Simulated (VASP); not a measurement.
# CdS (F-43m) in VASP: further runs

One crystal, CdS, is run at these levels: PBE; tasks: relaxation of cell and atoms.

Program: VASP 6.6.1. These are calculated values, not measurements. Logs are shortened: lines on timing, memory, paths and dates and some standing lists are left out, and cuts for length are marked.

## (1) The structure

Symmetry: F-43m, No. 216, cubic system. The conventional cell has a = 5.833 Å, b = 5.833 Å, c = 5.833 Å, α = 90.00°, β = 90.00°, γ = 90.00°. Cd (site symmetry -43m) is surrounded by 4 S at 2.53 Å. S (site symmetry -43m) has 4 Cd at 2.53 Å as nearest neighbours.

## (2) Relaxation of cell and atoms, PBE

INCAR

```
ALGO = Normal ; EDIFF = 1E-7
EDIFFG = -0.002 ; ENCUT = 520
GGA = PE ; IBRION = 2
ISIF = 3 ; ISMEAR = 0
KPAR = 4 ; LASPH = True
LCHARG = False ; LREAL = False
LWAVE = False ; NELM = 80
NSW = 80 ; PREC = Accurate
SIGMA = 0.02
```

KPOINTS

```
k-points
0
Gamma
  10 10 10
```

POSCAR

```
CdS
1.0
    0.0000000000      2.9165000000      2.9165000000
    2.9165000000      0.0000000000      2.9165000000
    2.9165000000      2.9165000000      0.0000000000
Cd S
1 1
Direct
    0.0000000000      0.0000000000      0.0000000000
    0.2500000000      0.2500000000      0.2500000000
```

Potentials or basis: VASP PAW PBE potentials, release 64 (Cd, S).

Launch:

```
$ cat potpaw_PBE.64/Cd/POTCAR potpaw_PBE.64/S/POTCAR > POTCAR
$ mpirun -np 4 vasp_std > vasp.out
```

OUTCAR:

```text
EDIFF = 1E-7
   EDIFFG = -0.002
   ENCUT = 520
   GGA = PE
   IBRION = 2
   ISIF = 3
   ISMEAR = 0
   LASPH = True
   LREAL = False
   NELM = 80
   NSW = 80
   PREC = Accurate

 ion  position               nearest neighbor table
   1  0.000  0.000  0.000-   2 2.53   2 2.53   2 2.53   2 2.53
   2  0.250  0.250  0.250-   1 2.53   1 2.53   1 2.53   1 2.53

  LATTYP: Found a face centered cubic cell.
 ALAT       =     5.8330000000

  Lattice vectors:

 A1 = (   0.0000000000,   2.9165000000,   2.9165000000)
 A2 = (   2.9165000000,   0.0000000000,   2.9165000000)
 A3 = (   2.9165000000,   2.9165000000,   0.0000000000)

Analysis of symmetry for initial positions (statically):
=====================================================================
 Subroutine PRICEL returns:
 Original cell was already a primitive cell.

 Routine SETGRP: Setting up the symmetry group for a
 face centered cubic supercell.

 Subroutine GETGRP returns: Found 24 space group operations
 (whereof 24 operations were pure point group operations)
 out of a pool of 48 trial point group operations.

The static configuration has the point symmetry T_d .

Analysis of symmetry for dynamics (positions and initial velocities):
=====================================================================
 Subroutine PRICEL returns:
 Original cell was already a primitive cell.

 Routine SETGRP: Setting up the symmetry group for a
 face centered cubic supercell.

 Subroutine GETGRP returns: Found 24 space group operations
 (whereof 24 operations were pure point group operations)
 out of a pool of 48 trial point group operations.

The dynamic configuration has the point symmetry T_d .

 Subroutine INISYM returns: Found 24 space group operations
 (whereof 24 operations are pure point group operations),
 and found     1 'primitive' translations

----------------------------------------------------------------------------------------

                                     Primitive cell

  volume of cell :      49.6153

  direct lattice vectors                    reciprocal lattice vectors
     0.000000000  2.916500000  2.916500000    -0.171438368  0.171438368  0.171438368
     2.916500000  0.000000000  2.916500000     0.171438368 -0.171438368  0.171438368
     2.916500000  2.916500000  0.000000000     0.171438368  0.171438368 -0.171438368

  length of vectors
     4.124553855  4.124553855  4.124553855     0.296939964  0.296939964  0.296939964

  position of ions in fractional coordinates (direct lattice)
     0.000000000  0.000000000  0.000000000
     0.250000000  0.250000000  0.250000000

  ion indices of the primitive-cell ions
   primitive index   ion index
                 1           1
                 2           2

----------------------------------------------------------------------------------------

 KPOINTS: k-points

Automatic generation of k-mesh.
 Grid dimensions read from file:
 generate k-points for:   10   10   10

 Generating k-lattice:

  Cartesian coordinates                     Fractional coordinates (reciprocal lattice)
    -0.017143837  0.017143837  0.017143837     0.100000000  0.000000000  0.000000000
     0.017143837 -0.017143837  0.017143837     0.000000000  0.100000000  0.000000000
     0.017143837  0.017143837 -0.017143837     0.000000000  0.000000000  0.100000000

  Length of vectors
     0.029693996  0.029693996  0.029693996

  Shift w.r.t. Gamma in fractional coordinates (k-lattice)
     0.000000000  0.000000000  0.000000000

 Subroutine IBZKPT returns following result:
 ===========================================

 Found     47 irreducible k-points:

 Following reciprocal coordinates:
            Coordinates               Weight
  0.000000  0.000000  0.000000      1.000000
  0.100000  0.000000  0.000000      8.000000
  0.200000  0.000000  0.000000      8.000000
  0.300000  0.000000  0.000000      8.000000
  0.400000  0.000000  0.000000      8.000000
  0.500000  0.000000  0.000000      4.000000
[... 16 lines left out ...]
  0.300000  0.300000  0.000000      6.000000
  0.400000  0.300000  0.000000     24.000000
 [... further k-points ...]
   k-points           NKPTS =     47   k-points in BZ     NKDIM =     47   number of bands    NBANDS=     13
   number of dos      NEDOS =    301   number of ions     NIONS =      2
   total plane-waves  NPLWV =  32768
   dimension x,y,z NGX =    32 NGY =   32 NGZ =   32
   dimension x,y,z NGXF=    64 NGYF=   64 NGZF=   64
   ions per type =               1   1
   NGX,Y,Z   is equivalent  to a cutoff of  12.90, 12.90, 12.90 a.u.
   NGXF,Y,Z  is equivalent  to a cutoff of  25.80, 25.80, 25.80 a.u.
 SYSTEM =  unknown system
   PREC   = accura    normal or accurate (medium, high low for compatibility)
   ISTART =      0    job   : 0-new  1-cont  2-samecut
   ICHARG =      2    charge: 1-file 2-atom 10-const
   ISPIN  =      1    spin polarized calculation?
   LNONCOLLINEAR =      F non collinear calculations
   LSORBIT =      F    spin-orbit coupling
   LASPH  =      T    aspherical Exc in radial PAW
   ENCUT  =  520.0 eV  38.22 Ry    6.18 a.u.   7.67  7.67  7.67*2*pi/ulx,y,z
   NELM   =     80;   NELMIN=  2; NELMDL= -5     # of ELM steps
   EDIFF  = 0.1E-06   stopping-criterion for ELM
   LREAL  =      F    real-space projection
   EDIFFG = -.2E-02   stopping-criterion for IOM
   NSW    =     80    number of steps for IOM
   IBRION =      2    ionic relax: 0-MD 1-quasi-New 2-CG
   NFREE  =      1    steps in history (QN), initial steepest desc. (CG)
   ISIF   =      3    stress and relaxation
   ISYM   =      2    0-nonsym 1-usesym 2-fastsym
   POTIM  = 0.5000    time-step for ionic-motion
   TEBEG  =    0.0;   TEEND  =   0.0 temperature during run
   PSTRESS=    0.0 pullay stress
   NELECT =      18.0000    total number of electrons
   NUPDOWN=      -1.0000    fix difference up-down
   EMIN   =  10.00;   EMAX   =-10.00  energy-range for DOS
   EFERMI =   0.00;   METHOD = LEGACY
   ISMEAR =     0;   SIGMA  =   0.02  broadening in eV -4-tet -1-fermi 0-gaus
   EFERMI_NEDOS =   21; number of points for ismear=-14 and -15
   IALGO  =     38    algorithm
   IMIX   =      4    mixing-type and parameters
     AMIX     =   0.40;   BMIX     =  1.00
     AMIX_MAG =   1.60;   BMIX_MAG =  1.00
  volume/ion in A,a.u.               =      24.81       167.41
  Fermi-wavevector in a.u.,A,eV,Ry     =   1.167599  2.206442 18.548649  1.363287
  Thomas-Fermi vector in A             =   2.304097
   LORBIT       =      0    0 simple, 1 ext, 2 COOP (PROOUT), +10 PAW based schemes
   GGA     = PE    functional components
   LHFCALC =     F    Hartree Fock is set to
   AEXX    =    0.0000 exact exchange contribution
   IVDW    =     0    specifies the selected vdW correction
   LEPSILON=     F    determine dielectric tensor
   LRPA    =     F    only Hartree local field effects (RPA)
 conjugate gradient relaxation of ions
 non-spin polarized calculation
 Gauss-broadening in eV      SIGMA  =   0.02
  energy-cutoff  :      520.00
  volume of cell :       49.62
 maximum number of plane-waves:      1363
   NGX = 15   NGY = 15   NGZ = 15

--------------------------------------- Ionic step        1  -------------------------------------------

 number of electron      18.0000004 magnetization

 Free energy of the ion-electron system (eV)
  ---------------------------------------------------
  ext. energy  EPLUGINS =         0.00000000
  ---------------------------------------------------
  free energy    TOTEN  =        -6.12153396 eV

  energy without entropy =       -6.12153396  energy(sigma->0) =       -6.12153396

------------------------ aborting loop because EDIFF is reached ----------------------------------------

  FORCE on cell =-STRESS in cart. coord.  units (eV):
  Direction    XX          YY          ZZ          XY          YZ          ZX
  --------------------------------------------------------------------------------------
  -------------------------------------------------------------------------------------
  Total        0.9948944      0.9948944      0.9948944      0.0000000      0.0000000      0.0000000
  in kB       32.1271090     32.1271090     32.1271090      0.0000000      0.0000000      0.0000000
  external PRESSURE =      32.1271090 kB  Pullay stress =       0.0000000 kB
[... 57 lines left out ...]
  energy  without entropy=       -6.1444939786  energy(sigma->0) =       -6.14449398

--------------------------------------- Ionic step        3  -------------------------------------------

 number of electron      18.0000000 magnetization

 Free energy of the ion-electron system (eV)
  ---------------------------------------------------
  ext. energy  EPLUGINS =         0.00000000
  ---------------------------------------------------
  free energy    TOTEN  =        -6.14731483 eV

  energy without entropy =       -6.14731483  energy(sigma->0) =       -6.14731483

 E-fermi :   0.9911     XC(G=0):  -8.9042

 val. band max:        0.8757088782   @ k =   0.0000   0.0000   0.0000
 cond. band min:       1.9077902313   @ k =   0.0000   0.0000   0.0000
 fundamental gap:      1.0320813531
 Fermi energy:         0.9910563262

 k-point     1 :       0.0000    0.0000    0.0000
  band No.  band energies     occupation
      1     -11.1838      2.00000
      2      -6.6766      2.00000
      3      -6.6766      2.00000
      4      -6.6766      2.00000
      5      -6.2657      2.00000
      6      -6.2657      2.00000
      7       0.8757      2.00000
      8       0.8757      2.00000
      9       0.8757      2.00000
     10       1.9078      0.00000
     11       7.4265      0.00000
     12       7.4265      0.00000
     13       7.4265      0.00000
[... 353 lines left out ...]
 k-point    24 :       0.4000    0.3000    0.0000
  band No.  band energies     occupation
      1     -10.7843      2.00000
      2      -6.4924      2.00000
      3      -6.4544      2.00000
      4      -6.4149      2.00000
      5      -6.2093      2.00000
      6      -6.0845      2.00000
      7      -2.2880      2.00000
      8      -0.6149      2.00000
      9      -0.4742      2.00000
     10       4.8647      0.00000
     11       5.4188      0.00000
     12       8.8041      0.00000
     13       9.8174      0.00000

 [... further k-points ...]

------------------------ aborting loop because EDIFF is reached ----------------------------------------

  FORCE on cell =-STRESS in cart. coord.  units (eV):
  Direction    XX          YY          ZZ          XY          YZ          ZX
  --------------------------------------------------------------------------------------
  -------------------------------------------------------------------------------------
  Total        0.0038217      0.0038217      0.0038217      0.0000000      0.0000000      0.0000000
  in kB        0.1170467      0.1170467      0.1170467      0.0000000      0.0000000      0.0000000
  external PRESSURE =       0.1170467 kB  Pullay stress =       0.0000000 kB
[... 17 lines left out ...]
  FREE ENERGIE OF THE ION-ELECTRON SYSTEM (eV)
  ---------------------------------------------------
  free  energy   TOTEN  =        -6.1473148279 eV

  energy  without entropy=       -6.1473148279  energy(sigma->0) =       -6.14731483

 reached required accuracy - stopping structural energy minimisation
```

It took 20 s on 4 MPI ranks of Intel Xeon Platinum 8259CL at 2.50GHz (Skylake/Cascade Lake), shared host; peak memory 0.2 GiB.

Results:

* Free energy: -6.1473 eV
* Relaxed volume: 26.16 Å³/atom
* Relaxed cell: a = 4.198 Å, b = 4.198 Å, c = 4.198 Å, α = 60.00°, β = 60.00°, γ = 60.00°
* Space group after relaxing (to 0.05 Å): F-43m (No. 216)
* Energy gained by relaxing: 12.9 meV/atom
* Ionic steps: 3
* Pressure after relaxing: 0.0 GPa
* Band gap on the k mesh: 1.03 eV, direct

The path:
| step | energy change (eV) | largest force (eV/Å) | pressure (GPa) | volume (Å³) |
| --- | --- | --- | --- | --- |
| 1 | 0.0000 | 0.0000 | 3.21 | 49.62 |
| 2 | -0.0230 | 0.0000 | -0.93 | 53.27 |
| 3 | -0.0258 | 0.0000 | 0.01 | 52.31 |

Final structure:
```
CELL_PARAMETERS angstrom
0.00000 2.96842 2.96842
2.96842 0.00000 2.96842
2.96842 2.96842 0.00000
ATOMIC_POSITIONS crystal
Cd 0.00000 0.00000 0.00000
S 0.25000 0.25000 0.25000
```

## (3) Relaxation of cell and atoms, PBE

This run uses another cell than the first one, of 26.16 Å³/atom, 1.054 times its volume.

INCAR is that of step 2.

KPOINTS is that of step 2.

POSCAR

```
CdS                                     
1.0
    0.0000000000      2.9684162855      2.9684162855
    2.9684162855      0.0000000000      2.9684162855
    2.9684162855      2.9684162855      0.0000000000
  Cd              S             
     1     1
Direct
     0.0000000000000000    0.0000000000000000    0.0000000000000000
     0.2500000000000000    0.2500000000000000    0.2500000000000000
```

Potentials or basis: VASP PAW PBE potentials, release 64 (Cd, S).

Launch:

```
$ cat potpaw_PBE.64/Cd/POTCAR potpaw_PBE.64/S/POTCAR > POTCAR
$ mpirun -np 4 vasp_std > vasp.out
```

It took 12 s on 4 MPI ranks of Intel Xeon Platinum 8259CL at 2.50GHz (Skylake/Cascade Lake), shared host; peak memory 0.19 GiB.

The run converged. Its results:

| Item | Value |
| --- | --- |
| Free energy | -6.1477 eV |
| Relaxed volume | 26.17 Å³/atom |
| Relaxed cell | a = 4.198 Å, b = 4.198 Å, c = 4.198 Å, α = 60.00°, β = 60.00°, γ = 60.00° |
| Space group after relaxing (to 0.05 Å) | F-43m (No. 216) |
| Energy gained by relaxing | 0.0 meV/atom |
| Ionic steps | 2 |
| Pressure after relaxing | 0.0 GPa |
| Band gap on the k mesh | 1.03 eV, direct |

Final structure:
```xyz
2
Lattice="0.0000 2.9688 2.9688 2.9688 0.0000 2.9688 2.9688 2.9688 0.0000" Properties=species:S:1:pos:R:3 pbc="T T T"
Cd    2.9688    0.0000    2.9688
S     1.4844    1.4844    1.4844
```

Levels at points of the mesh, in eV from the valence-band top:
```tsv
k point	band 5	band 6	band 7	band 8	band 9	band 10	band 11	band 12	band 13
(0.00, 0.00, 0.00)	-7.14	-7.14	0.00	0.00	0.00	1.03	6.55	6.55	6.55
(0.50, 0.00, 0.00)	-7.11	-6.81	-4.09	-0.68	-0.68	2.93	7.00	7.00	7.31
(0.50, 0.50, 0.00)	-7.07	-6.75	-3.72	-1.70	-1.70	3.64	4.27	9.01	10.46
```
